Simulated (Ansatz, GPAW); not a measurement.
# P with PBE in single-zeta orbitals from a Python script

These are simulated results from GPAW 26.7.0, not measurements. The cell was built from a prototype and was relaxed with r2SCAN in plane waves (Ansatz 0.2.0). It may be hypothetical. It is a single sheet, repeated along a and b, with vacuum along c. All runs are without spin polarisation.

In-plane lattice: a = 4.627 Å, b = 3.292 Å, γ = 90.0°; thickness between the outer nuclei 2.08 Å. Around P lie 3 P at 2.21–2.25 Å.

The basis is minimal: single zeta, one radial function for each shell that the log's basis lists. It describes the filled bands fairly and the empty ones poorly.

Input script:

```python
import json
from ase import Atoms
from gpaw import GPAW, PW, FermiDirac

atoms = Atoms(['P', 'P', 'P', 'P'],
              cell=[[4.627495, -0.0, -0.0], [-0.0, 3.291864, 0.0], [-0.0, 0.0, 27.819579]],
              scaled_positions=[[0.091238, 0.0, 0.378933], [0.408762, 0.5, 0.378933], [0.591238, 0.5, 0.304039], [0.908762, 0.0, 0.304039]],
              pbc=True)
calc = GPAW(mode='lcao', basis='sz(dzp)', h=0.2, xc='PBE', kpts={'size': (4, 6, 1), 'gamma': True},
            occupations=FermiDirac(0.02), maxiter=100, legacy_gpaw=True, txt='gpaw.txt')
atoms.calc = calc
res = {'energy': atoms.get_potential_energy(force_consistent=True)}
res['electrons'] = calc.get_number_of_electrons()
res['k'] = calc.get_ibz_k_points().tolist()
res['levels'] = [calc.get_eigenvalues(kpt=i).tolist() for i in range(len(res['k']))]
points = [[0.0, 0.0, 0.0], [0.5, 0.0, 0.0], [0.5, 0.5, 0.0], [0.0, 0.5, 0.0], [0.0, -0.049479, 0.0]]
bands = calc.fixed_density(kpts=points, symmetry='off', txt='bands.txt')
res['points'] = [bands.get_eigenvalues(kpt=i).tolist() for i in range(len(points))]
json.dump(res, open('results.json', 'w'))
print('free energy (eV):', round(res['energy'], 5))
```

Command: `python run.py`. It took 8.1 s on 1 thread of Arm Neoverse N1, with other jobs on the host, peak memory 0.23 GiB.

The log gpaw.txt, trimmed of paths, versions and times, then the last line on the terminal. An iter line gives the energy in eV and the logarithms of the changes of orbitals (plane waves alone) and density (c: converged):

```
___ ___ ___ _ _ _
 |   |   |_  | | | |

 | | | | | . | | | |

 |__ |  _|___|_____|  26.7.0
 |___|_|

Input parameters:
  basis: sz(dzp)
  h: 0.2
  kpts: {gamma: True,
         size: (4, 6, 1)}
  maxiter: 100
  mode: lcao
  occupations: {fixmagmom: False,
                name: fermi-dirac,
                width: 0.02}
  xc: PBE

System changes: positions, numbers, cell, pbc, initial_charges, initial_magmoms

Initialize ...

species:
  P:
    name:    Phosphorus
    Z:       15.0
    valence: 5
    core:    10
    charge:  0.0  # [|e|]
    compensation charges:
      type: gauss
      rc: 0.30  # [Å]
      lmax: 2
    cutoffs:
      filter: 1.69  # [Å]
      core: 1.81  # [Å]
    projectors
    | kind |    occ | energy [eV] | rcut [Å] |

    |------|--------|-------------|----------|

    |   3s |  2.000 |     -13.968 |    0.953 |

    |   3p |  3.000 |      -5.506 |    0.953 |

    |    s |        |      13.244 |    0.953 |

    |    p |        |      21.705 |    0.953 |

    |    d |        |       0.000 |    0.953 |

    LCAO basis set for P:
      Name: sz(dzp)
      Number of radial functions: 2
      Number of spherical harmonics: 4
        l=0, rc=6.0938 Bohr: 3s-sz confined orbital
        l=1, rc=7.7031 Bohr: 3p-sz confined orbital
      Number of RI-basis functions 0

Reference energy: -37211.654635  # eV

Spin-paired calculation

Convergence criteria:
 Maximum [total energy] change in last 3 cyles: 0.0005 eV / valence electron
 Maximum integral of absolute [dens]ity change: 0.0001 electrons / valence electron
 Maximum integral of absolute [eigenst]ate change: 4e-08 eV^2 / valence electron
 Maximum number of scf [iter]ations: 100
 (Square brackets indicate name in SCF output, whereas a 'c' in
 the SCF output indicates the quantity has converged.)

Symmetries present (total): 2

  ( 1  0  0)  ( 1  0  0)
  ( 0  1  0)  ( 0 -1  0)
  ( 0  0  1)  ( 0  0  1)

24 k-points: 4 x 6 x 1 Monkhorst-Pack grid + [1/8,1/12,0.000000]
12 k-points in the irreducible part of the Brillouin zone
       k-points in crystal coordinates                weights
   0:     0.00000000    0.00000000    0.00000000          1/24
   1:     0.00000000    0.16666667    0.00000000          2/24
   2:     0.00000000    0.33333333    0.00000000          2/24
   3:     0.00000000    0.50000000    0.00000000          1/24
   4:     0.25000000    0.00000000    0.00000000          2/24
   5:     0.25000000    0.16666667    0.00000000          4/24
   6:     0.25000000    0.33333333    0.00000000          4/24
   7:     0.25000000    0.50000000    0.00000000          2/24
   8:     0.50000000    0.00000000    0.00000000          1/24
   9:     0.50000000    0.16666667    0.00000000          2/24
          ...
  11:     0.50000000    0.50000000    0.00000000          1/24

Wave functions: LCAO
  Diagonalizer: Serial LAPACK
  Atomic Correction: dense with blas
  Data-type: complex

Occupation numbers: Fermi-Dirac:
  width: 0.0200  # eV

Eigensolver
   LCAO using direct dense diagonalizer

Densities:
  Coarse grid: 24*16*140 grid
  Fine grid: 48*32*280 grid
  Total Charge: 0.000000

Density mixing:
  Method: separate
  Backend: msr1
  Linear mixing parameter: 0.05
  old densities: 10
  Width of damping distribution: 1.1
  Damping of long wavelength oscillations: 20

Hamiltonian:
  XC and Coulomb potentials evaluated on a 48*32*280 grid
  Using the PBE Exchange-Correlation functional
  Interpolation: tri-quintic (5. degree polynomial)
  Poisson solver: FastPoissonSolver using
    Stencil: 6*3+1=19 point O(h^6) finite-difference Laplacian
    FFT axes: [np.int64(0), np.int64(1), np.int64(2)]
    FST axes: []

XC parameters: PBE with 2 nearest neighbor stencil

Memory estimate:
  Process memory now: 154.09 MiB
  Calculator: 38.63 MiB
    Density: 27.04 MiB
      Arrays: 10.66 MiB
      Localized functions: 8.17 MiB
      Mixer: 8.20 MiB
    Hamiltonian: 7.60 MiB
      Arrays: 6.97 MiB
      XC: 0.00 MiB
      Poisson: 0.00 MiB
      vbar: 0.63 MiB
    Wavefunctions: 3.99 MiB
      C [qnM]: 0.05 MiB
      S, T [2 x qmm]: 0.09 MiB
      P [aqMi]: 0.01 MiB
      BasisFunctions: 3.84 MiB
      Eigensolver: 0.00 MiB

Total number of cores used: 1

Number of atoms: 4
Number of atomic orbitals: 16
Number of bands in calculation: 16
Number of valence electrons: 20
Bands to converge: occupied

... initialized

Initializing position-dependent things.

Density initialized from atomic densities
   .----------.
  /|          |

 * |          |

 | |          |

 | |          |

 | |          |

 | |          |

 | |          |

 | |          |

 | |          |

 | |          |

 | |          |

 | |          |

 | |          |

 | |          |

 | |          |

 | |          |

 | |          |

 | |          |

 | |          |

 | |          |

 | |          |

 | |  P       |

 |P|          |

 | |          |

 | |     P    |

 | |       P  |

 | |          |

 | |          |

 | |          |

 | |          |

 | |          |

 | |          |

 | |          |

 | .----------.
 |/          /
 *----------*
Positions:
   0 P      0.422203    0.000000   10.541757    ( 0.0000,  0.0000,  0.0000)
   1 P      1.891544    1.645932   10.541757    ( 0.0000,  0.0000,  0.0000)
   2 P      2.735951    1.645932    8.458237    ( 0.0000,  0.0000,  0.0000)
   3 P      4.205292    0.000000    8.458237    ( 0.0000,  0.0000,  0.0000)

Unit cell:
           periodic     x           y           z      points  spacing
  1. axis:    yes    4.627495   -0.000000   -0.000000    24     0.1928
  2. axis:    yes   -0.000000    3.291864    0.000000    16     0.2057
  3. axis:    yes   -0.000000    0.000000   27.819579   140     0.1987

  Lengths:   4.627495   3.291864  27.819579
  Angles:   90.000000  90.000000  90.000000

Effective grid spacing dv^(1/3) = 0.1990

iter:   1   -16.614020        c
iter:   2   -16.393750        c -0.94
iter:   3   -14.896217        c -0.97
iter:   4   -14.890319        c -2.07
iter:   5   -14.888566c       c -2.33
iter:   6   -14.888491c       c -3.01
iter:   7   -14.888488c       c -3.81
iter:   8   -14.888488c       c -4.35c

Converged after 8 iterations.

Energy contributions relative to reference atoms: (reference = -37211.654635)

Kinetic:        +47.137237
Potential:      -40.613853
External:        +0.000000
XC:             -21.409930
Entropy (-ST):   -0.000000
Local:           -0.001943
SIC:             +0.000000
--------------------------
Free energy:    -14.888488
Extrapolated:   -14.888488

Showing only first 2 kpts
 Kpt  Band  Eigenvalues  Occupancy
  0     8     -5.37303    2.00000
  0     9     -3.59953    2.00000
  0    10     -2.70094    0.00000
  0    11     -1.51748    0.00000

  1     8     -5.30405    2.00000
  1     9     -3.81390    2.00000
  1    10     -2.42521    0.00000
  1    11     -1.87449    0.00000

Fermi level: -3.18804

Gap: 0.899 eV
Transition (v -> c):
  (s=0, k=0, n=9, [0.00, 0.00, 0.00]) -> (s=0, k=0, n=10, [0.00, 0.00, 0.00])
No difference between direct/indirect transitions

free energy (eV): -14.88849
```

The gap in the log is over the mesh alone; results.json adds the listed points. PBE in single-zeta orbitals gives a gap of 0.90 eV. On the same cell, plane-wave PBE (Ansatz, 6×8×1 k points and the special points) gives a gap of 0.91 eV and r2SCAN a gap of 1.09 eV; on shared hosts these took about 22 and 65 core-seconds on the 4-atom cell, against 8.1 for the script. Semilocal gaps usually lie below measured ones.
